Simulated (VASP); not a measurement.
# Ge (Fd-3m) in VASP: a series of runs

Aim: see how the results for Ge move with the level of theory and the settings. Levels: PBE, PW91, AM05. Tasks: single point, relaxation of cell and atoms.

All numbers are computed with VASP 6.6.1; they aren't measurements. Logs are shortened: lines on timing, memory, paths and dates and some standing lists are left out, and cuts for length are marked.

**What was measured.**

From “Temperature-dependent photoluminescence in Ge: experiment and theory”, 2020, arxiv:2003.00143, for a bulk crystal of Ge at 0 K: band gap 0.744 eV (indirect).

The results are compared with them further down.

## 1. The crystal as given

Symmetry: Fd-3m, No. 227, cubic system. Conventional cell: a = 5.658 Å, b = 5.658 Å, c = 5.658 Å, α = 90.00°, β = 90.00°, γ = 90.00°. Around Ge (site symmetry -43m) lie 4 Ge at 2.45 Å.

## 2. Single point, PBE

The input, INCAR:

```
SYSTEM = Ge
ALGO = Normal
EDIFF = 1E-6
ENCUT = 520
GGA = PE
ISIF = 2
ISMEAR = 0
LASPH = .TRUE.
LCHARG = .FALSE.
LREAL = .FALSE.
LWAVE = .FALSE.
NBANDS = 21
NELM = 80
PREC = Accurate
SIGMA = 0.011
```

The input, KPOINTS:

```
k-points
0
G
  8 8 8
  0 0 0
```

The input, POSCAR:

```
Ge
1.0
    0.0000000000      2.8289100000      2.8289100000
    2.8289100000      0.0000000000      2.8289100000
    2.8289100000      2.8289100000      0.0000000000
Ge
2
Direct
    0.7500000000      0.7500000000      0.7500000000
    0.5000000000      0.5000000000      0.5000000000
```

Potentials or basis: VASP PAW PBE potentials, release 64 (Ge_d).

Started as:

```console
$ cat potpaw_PBE.64/Ge_d/POTCAR > POTCAR
$ mpirun -np 1 vasp_std > vasp.out
```

OUTCAR:

```text
SYSTEM = Ge
   EDIFF = 1E-6
   ENCUT = 520
   GGA = PE
   ISIF = 2
   ISMEAR = 0
   LASPH = .TRUE.
   LREAL = .FALSE.
   NELM = 80
   PREC = Accurate

 ion  position               nearest neighbor table
   1  0.750  0.750  0.750-   2 2.45   2 2.45   2 2.45   2 2.45
   2  0.500  0.500  0.500-   1 2.45   1 2.45   1 2.45   1 2.45

  LATTYP: Found a face centered cubic cell.
 ALAT       =     5.6578200000

  Lattice vectors:

 A1 = (   0.0000000000,   2.8289100000,   2.8289100000)
 A2 = (   2.8289100000,   0.0000000000,   2.8289100000)
 A3 = (   2.8289100000,   2.8289100000,   0.0000000000)

Analysis of symmetry for initial positions (statically):
=====================================================================
 Subroutine PRICEL returns:
 Original cell was already a primitive cell.

 Routine SETGRP: Setting up the symmetry group for a
 face centered cubic supercell.

 Subroutine GETGRP returns: Found 48 space group operations
 (whereof 24 operations were pure point group operations)
 out of a pool of 48 trial point group operations.

The static configuration has the point symmetry T_d .
 The point group associated with its full space group is O_h .

Analysis of symmetry for dynamics (positions and initial velocities):
=====================================================================
 Subroutine PRICEL returns:
 Original cell was already a primitive cell.

 Routine SETGRP: Setting up the symmetry group for a
 face centered cubic supercell.

 Subroutine GETGRP returns: Found 48 space group operations
 (whereof 24 operations were pure point group operations)
 out of a pool of 48 trial point group operations.

The dynamic configuration has the point symmetry T_d .
 The point group associated with its full space group is O_h .

 Subroutine INISYM returns: Found 48 space group operations
 (whereof 24 operations are pure point group operations),
 and found     1 'primitive' translations

----------------------------------------------------------------------------------------

                                     Primitive cell

  volume of cell :      45.2780

  direct lattice vectors                    reciprocal lattice vectors
     0.000000000  2.828910000  2.828910000    -0.176746521  0.176746521  0.176746521
     2.828910000  0.000000000  2.828910000     0.176746521 -0.176746521  0.176746521
     2.828910000  2.828910000  0.000000000     0.176746521  0.176746521 -0.176746521

  length of vectors
     4.000682889  4.000682889  4.000682889     0.306133954  0.306133954  0.306133954

  position of ions in fractional coordinates (direct lattice)
     0.750000000  0.750000000  0.750000000
     0.500000000  0.500000000  0.500000000

  ion indices of the primitive-cell ions
   primitive index   ion index
                 1           1
                 2           2

----------------------------------------------------------------------------------------

 KPOINTS: k-points

Automatic generation of k-mesh.
 Grid dimensions read from file:
 generate k-points for:    8    8    8

 Generating k-lattice:

  Cartesian coordinates                     Fractional coordinates (reciprocal lattice)
    -0.022093315  0.022093315  0.022093315     0.125000000  0.000000000  0.000000000
     0.022093315 -0.022093315  0.022093315     0.000000000  0.125000000  0.000000000
     0.022093315  0.022093315 -0.022093315     0.000000000  0.000000000  0.125000000

  Length of vectors
     0.038266744  0.038266744  0.038266744

  Shift w.r.t. Gamma in fractional coordinates (k-lattice)
     0.000000000  0.000000000  0.000000000

 Subroutine IBZKPT returns following result:
 ===========================================

 Found     29 irreducible k-points:

 Following reciprocal coordinates:
            Coordinates               Weight
  0.000000  0.000000  0.000000      1.000000
  0.125000  0.000000  0.000000      8.000000
  0.250000  0.000000  0.000000      8.000000
  0.375000  0.000000  0.000000      8.000000
  0.500000  0.000000  0.000000      4.000000
  0.125000  0.125000  0.000000      6.000000
[... 16 lines left out ...]
  0.500000  0.250000  0.125000     48.000000
 -0.375000  0.250000  0.125000     24.000000
 [... further k-points ...]
   k-points           NKPTS =     29   k-points in BZ     NKDIM =     29   number of bands    NBANDS=     21
   number of dos      NEDOS =    301   number of ions     NIONS =      2
   total plane-waves  NPLWV =  27000
   dimension x,y,z NGX =    30 NGY =   30 NGZ =   30
   dimension x,y,z NGXF=    60 NGYF=   60 NGZF=   60
   ions per type =               2
   NGX,Y,Z   is equivalent  to a cutoff of  12.47, 12.47, 12.47 a.u.
   NGXF,Y,Z  is equivalent  to a cutoff of  24.93, 24.93, 24.93 a.u.
 SYSTEM =  Ge
   PREC   = accura    normal or accurate (medium, high low for compatibility)
   ISTART =      0    job   : 0-new  1-cont  2-samecut
   ICHARG =      2    charge: 1-file 2-atom 10-const
   ISPIN  =      1    spin polarized calculation?
[... 79 lines left out ...]
      4     -19.7737      2.00000
      5     -19.7737      2.00000
      6     -19.5864      2.00000
[... 13 lines left out ...]
     20      13.5766      0.00000
     21      13.5766      0.00000

 k-point     3 :       0.2500    0.0000    0.0000
  band No.  band energies     occupation
      1     -19.8394      2.00000
      2     -19.8394      2.00000
      3     -19.8126      2.00000
      4     -19.7565      2.00000
      5     -19.7565      2.00000
      6     -19.6001      2.00000
[... 13 lines left out ...]
     20      13.3273      0.00000
     21      13.3273      0.00000

 k-point     4 :       0.3750    0.0000    0.0000
  band No.  band energies     occupation
      1     -19.8444      2.00000
      2     -19.8444      2.00000
      3     -19.8063      2.00000
      4     -19.7460      2.00000
      5     -19.7460      2.00000
      6     -19.6072      2.00000
[... 13 lines left out ...]
     20      14.5039      0.00000
     21      14.5039      0.00000

 k-point     5 :       0.5000    0.0000    0.0000
  band No.  band energies     occupation
      1     -19.8457      2.00000
      2     -19.8457      2.00000
      3     -19.8036      2.00000
      4     -19.7432      2.00000
      5     -19.7432      2.00000
      6     -19.6088      2.00000
[... 13 lines left out ...]
     20      16.0845      0.00000
     21      16.2181      0.00000

 k-point     6 :       0.1250    0.1250    0.0000
  band No.  band energies     occupation
      1     -19.8287      2.00000
      2     -19.8269      2.00000
      3     -19.8269      2.00000
      4     -19.7762      2.00000
      5     -19.7615      2.00000
      6     -19.6088      2.00000
[... 13 lines left out ...]
     20      12.6418      0.00000
     21      14.7416      0.00000

 k-point     7 :       0.2500    0.1250    0.0000
  band No.  band energies     occupation
      1     -19.8424      2.00000
      2     -19.8351      2.00000
      3     -19.8182      2.00000
      4     -19.7621      2.00000
      5     -19.7415      2.00000
      6     -19.6293      2.00000
[... 13 lines left out ...]
     20      13.9518      0.00000
     21      14.5330      0.00000
[... 291 lines left out ...]
      1     -19.8721      2.00000
      2     -19.8562      2.00000
      3     -19.7673      2.00000
      4     -19.7084      2.00000
      5     -19.6821      2.00000
      6     -19.6688      2.00000
[... 13 lines left out ...]
     20      14.8168      0.00000
     21      18.5834      0.00000

 k-point    21 :       0.5000    0.5000    0.0000
  band No.  band energies     occupation
      1     -19.8551      2.00000
      2     -19.8551      2.00000
      3     -19.7696      2.00000
      4     -19.7696      2.00000
      5     -19.6703      2.00000
      6     -19.6703      2.00000
[... 13 lines left out ...]
     20      16.6053      0.00000
     21      17.8363      0.00000

 k-point    22 :       0.3750    0.2500    0.1250
  band No.  band energies     occupation
      1     -19.8498      2.00000
      2     -19.8473      2.00000
      3     -19.8045      2.00000
      4     -19.7489      2.00000
      5     -19.7203      2.00000
      6     -19.6510      2.00000
[... 13 lines left out ...]
     20      15.1340      0.00000
     21      15.3939      0.00000

 k-point    23 :       0.5000    0.2500    0.1250
  band No.  band energies     occupation
      1     -19.8617      2.00000
      2     -19.8538      2.00000
      3     -19.7828      2.00000
      4     -19.7339      2.00000
      5     -19.7076      2.00000
      6     -19.6596      2.00000
[... 13 lines left out ...]
     20      14.6693      0.00000
     21      16.5255      0.00000

 k-point    24 :      -0.3750    0.2500    0.1250
  band No.  band energies     occupation
      1     -19.8669      2.00000
      2     -19.8552      2.00000
      3     -19.7729      2.00000
      4     -19.7229      2.00000
      5     -19.7091      2.00000
      6     -19.6545      2.00000
[... 13 lines left out ...]
     20      15.9594      0.00000
     21      16.4688      0.00000

 [... further k-points ...]

------------------------ aborting loop because EDIFF is reached ----------------------------------------

  FORCE on cell =-STRESS in cart. coord.  units (eV):
  Direction    XX          YY          ZZ          XY          YZ          ZX
  --------------------------------------------------------------------------------------
  -------------------------------------------------------------------------------------
  Total        0.9787811      0.9787811      0.9787811      0.0000000     -0.0000000      0.0000000
  in kB       34.6344871     34.6344871     34.6344871      0.0000000     -0.0000000      0.0000000
  external PRESSURE =      34.6344871 kB  Pullay stress =       0.0000000 kB

 VOLUME and BASIS-vectors are now :
 -----------------------------------------------------------------------------
  energy-cutoff  :      520.00
  volume of cell :       45.28
      direct lattice vectors                 reciprocal lattice vectors
     0.000000000  2.828910000  2.828910000    -0.176746521  0.176746521  0.176746521
     2.828910000  0.000000000  2.828910000     0.176746521 -0.176746521  0.176746521
     2.828910000  2.828910000  0.000000000     0.176746521  0.176746521 -0.176746521

 POSITION                                       TOTAL-FORCE (eV/Angst)
 -----------------------------------------------------------------------------------
      4.24336      4.24336      4.24336         0.000000      0.000000      0.000000
      2.82891      2.82891      2.82891        -0.000000     -0.000000     -0.000000
 -----------------------------------------------------------------------------------
    total drift:                                0.000000     -0.000000     -0.000000

  FREE ENERGIE OF THE ION-ELECTRON SYSTEM (eV)
  ---------------------------------------------------
  free  energy   TOTEN  =        -8.9988318350 eV

  energy  without entropy=       -8.9988283766  energy(sigma->0) =       -8.99883011
```

Wall time 20 s (1 thread of Intel Xeon Platinum 8488C (Sapphire Rapids), shared host); peak memory 0.16 GiB.

What came out:

```
Free energy            : -8.9988 eV
Pressure               : 3.5 GPa
Band gap on the k mesh : 0.03 eV, direct
```

## 3. Relaxation of cell and atoms, PW91

The input, INCAR:

```
SYSTEM = Ge
ALGO     = Normal         ! electronic algorithm
EDIFF    = 1E-6           ! SCF threshold, eV
EDIFFG   = -0.005         ! ionic threshold
ENCUT    = 600            ! plane-wave cutoff, eV
GGA      = 91             ! functional
IBRION   = 2              ! ionic algorithm
ISIF     = 3              ! what is computed and relaxed
ISMEAR   = -1             ! smearing method
LASPH    = .TRUE.         ! aspherical terms in the spheres
LCHARG   = .FALSE.        ! write CHGCAR
LREAL    = .FALSE.        ! projectors in reciprocal space
LWAVE    = .FALSE.        ! write WAVECAR
NELM     = 60             ! most SCF steps
NSW      = 40             ! ionic steps
PREC     = Accurate       ! precision mode
SIGMA    = 0.05           ! smearing width, eV
```

KPOINTS is that of step 2.

POSCAR is that of step 2.

Potentials or basis: VASP PAW PBE potentials, release 64 (Ge_d).

Started as:

```console
$ cat potpaw_PBE.64/Ge_d/POTCAR > POTCAR
$ mpirun -np 1 vasp_std > vasp.out
```

Wall time 61 s (1 thread of Intel Xeon Platinum 8488C (Sapphire Rapids), shared host); peak memory 0.18 GiB.

It converged, with:

* Free energy: -9.0729 eV
* Relaxed volume: 23.84 Å³/atom
* Relaxed cell: a = 4.070 Å, b = 4.070 Å, c = 4.070 Å, α = 60.00°, β = 60.00°, γ = 60.00°
* Space group after relaxing (to 0.05 Å): Fd-3m (No. 227)
* Energy gained by relaxing: 13.4 meV/atom
* Ionic steps: 5
* Pressure after relaxing: 0.0 GPa
* Band gap on the k mesh: none (metal or under the smearing width)

Step by step:
| step | energy change (eV) | largest force (eV/Å) | pressure (GPa) | volume (Å³) |
| --- | --- | --- | --- | --- |
| 1 | 0.0000 | 0.0000 | 3.55 | 45.28 |
| 2 | -0.0240 | 0.0000 | -1.11 | 48.64 |
| 3 | -0.0267 | 0.0000 | -0.24 | 47.77 |
| 4 | -0.0266 | 0.0000 | 0.22 | 47.60 |
| 5 | -0.0267 | 0.0000 | 0.01 | 47.68 |

Final structure:
```xyz
2
Lattice="0.0000 2.8781 2.8781 2.8781 0.0000 2.8781 2.8781 2.8781 0.0000" Properties=species:S:1:pos:R:3 pbc="T T T"
Ge    4.3172    4.3172    4.3172
Ge    2.8781    2.8781    2.8781
```

Levels at points of the mesh, in eV from the Fermi level:
```
           k point  band 10  band 11  band 12  band 13  band 14  band 15  band 16  band 17  band 18
(0.00, 0.00, 0.00)   -24.51   -12.35    -0.41     0.04     0.04     0.04     2.57     2.57     2.57
(0.50, 0.00, 0.00)   -24.48   -10.38    -7.33    -1.29    -1.29     0.06     3.76     3.76     7.13
(0.50, 0.50, 0.00)   -24.47    -8.66    -8.66    -2.86    -2.86     0.85     0.85     9.11     9.11
```

Caveat: the PAW data sets were made with another functional, which shifts forces and pressure a little; this crystal is a semiconductor, whose small gap the functional closes, so the metal is an error of the method.

## 4. Relaxation of cell and atoms, AM05

The input, INCAR:

```
ALGO     = Normal         # electronic algorithm
EDIFF    = 1E-7           # SCF threshold, eV
EDIFFG   = -0.01          # ionic threshold
ENCUT    = 600            # plane-wave cutoff, eV
GGA      = AM             # functional
IBRION   = 2              # ionic algorithm
ISIF     = 3              # what is computed and relaxed
ISMEAR   = -1             # smearing method
LASPH    = True           # aspherical terms in the spheres
LCHARG   = False          # write CHGCAR
LREAL    = False          # projectors in reciprocal space
LWAVE    = False          # write WAVECAR
NELM     = 80             # most SCF steps
NSW      = 60             # ionic steps
PREC     = Accurate       # precision mode
SIGMA    = 0.05           # smearing width, eV
```

The input, KPOINTS:

```
k-points
0
Gamma
  8 8 8
```

POSCAR is that of step 3.

Started as:

```console
$ cat potpaw_PBE.64/Ge_d/POTCAR > POTCAR
$ mpirun -np 1 vasp_std > vasp.out
```

Wall time 52 s (1 thread of Intel Xeon Platinum 8488C (Sapphire Rapids), shared host); peak memory 0.19 GiB.

The run converged. Its results:

```yaml
Free_energy: -9.3848 eV
Relaxed_volume: 22.89 Å³/atom
Relaxed_cell: a = 4.016 Å, b = 4.016 Å, c = 4.016 Å, α = 60.00°, β = 60.00°, γ = 60.00°
Space_group_after_relaxing_to_0.05_Å: Fd-3m (No. 227)
Energy_gained_by_relaxing: 0.6 meV/atom
Ionic_steps: 3
Pressure_after_relaxing: -0.1 GPa
Band_gap_on_the_k_mesh: none (metal or under the smearing width)
```

Step by step:
| step | energy change (eV) | largest force (eV/Å) | pressure (GPa) | volume (Å³) |
| --- | --- | --- | --- | --- |
| 1 | 0.0000 | 0.0000 | 0.72 | 45.28 |
| 2 | -0.0010 | 0.0000 | -0.23 | 45.95 |
| 3 | -0.0012 | 0.0000 | -0.05 | 45.79 |

Final structure:
```xyz
2
Lattice="0.0000 2.8395 2.8395 2.8395 0.0000 2.8395 2.8395 2.8395 0.0000" Properties=species:S:1:pos:R:3 pbc="T T T"
Ge    4.2593    4.2593    4.2593
Ge    2.8395    2.8395    2.8395
```

Levels at points of the mesh, in eV from the Fermi level:
| k point | band 10 | band 11 | band 12 | band 13 | band 14 | band 15 | band 16 | band 17 | band 18 |
| --- | --- | --- | --- | --- | --- | --- | --- | --- | --- |
| (0.00, 0.00, 0.00) | -24.56 | -12.71 | -0.09 | -0.02 | -0.02 | -0.02 | 2.52 | 2.52 | 2.52 |
| (0.50, 0.00, 0.00) | -24.54 | -10.64 | -7.57 | -1.41 | -1.41 | 0.13 | 3.71 | 3.71 | 7.10 |
| (0.50, 0.50, 0.00) | -24.52 | -8.86 | -8.86 | -3.06 | -3.06 | 0.74 | 0.74 | 9.39 | 9.39 |

Caveat: the PAW data sets were made with another functional, which shifts forces and pressure a little; this crystal is a semiconductor, whose small gap the functional closes, so the metal is an error of the method.

## 5. Overview

```tsv
task	level	cell	cutoff (eV)	smearing	gap on the mesh (eV)	pressure (GPa)	relaxed volume (Å³/atom)
single point	PBE	as given	520	gaussian 0.011 eV	0.03	3.5	-
relaxation of cell and atoms	PW91	relaxed	600	fermi-dirac 0.05 eV	none	0.0	23.84
relaxation of cell and atoms	AM05	relaxed	600	fermi-dirac 0.05 eV	none	-0.1	22.89
```

Alike in all rows: potentials or basis VASP PAW PBE potentials, release 64 (Ge_d); no spin polarisation; k mesh 8 × 8 × 8.

Caveats: the PAW data sets were made with another functional, which shifts forces and pressure a little (some runs); this crystal is a semiconductor, whose small gap the functional closes, so the metal is an error of the method (some runs).

Total energies depend on the potentials used, so only differences within one code and one set of settings carry meaning.

## 6. How close it comes

Step 2. A measured gap of Ge is 0.744 eV (indirect; 0 K; “Temperature-dependent photoluminescence in Ge: experiment and theory”, 2020, arxiv:2003.00143); the calculated 0.03 eV misses it by -0.71 eV. 3 values of this kind are on record (0.666 to 0.807 eV); this one was drawn at random among those near their median. Spin-orbit coupling on Ge is left out. The value is that of PBE on a finite k mesh, which can miss the band edges, without temperature or zero-point motion. Semilocal functionals fall short of measured gaps as a rule.

Step 3. The cell as given is a measured one (22.64 Å³/atom); PW91 puts the equilibrium volume +5.3 % from it, thermal expansion not counted.

Step 4. The cell as given is a measured one (22.64 Å³/atom); AM05 puts the equilibrium volume +1.1 % from it, thermal expansion not counted.
